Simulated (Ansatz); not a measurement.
`CCC=O`, charge 0, multiplicity 1.

**Question.** Give a relaxed structure at PBE0-D4/def2-TZVP (the Gaussian-basis code of Ansatz). (Estimate.)

**Answer.** Computed: 
Z-matrix (Å, degrees):
```
C
C 1 1.524
H 1 1.091 2 110.8
H 1 1.093 2 111.3 3 119.8
H 1 1.092 2 111.1 3 -120.0
C 2 1.499 1 111.6 3 -175.3
H 2 1.092 1 112.2 3 62.4
H 2 1.098 1 109.4 3 -57.3
O 6 1.200 2 125.2 1 -126.5
H 6 1.115 2 114.5 1 53.2
```
This is one stationary point; other conformers may exist.
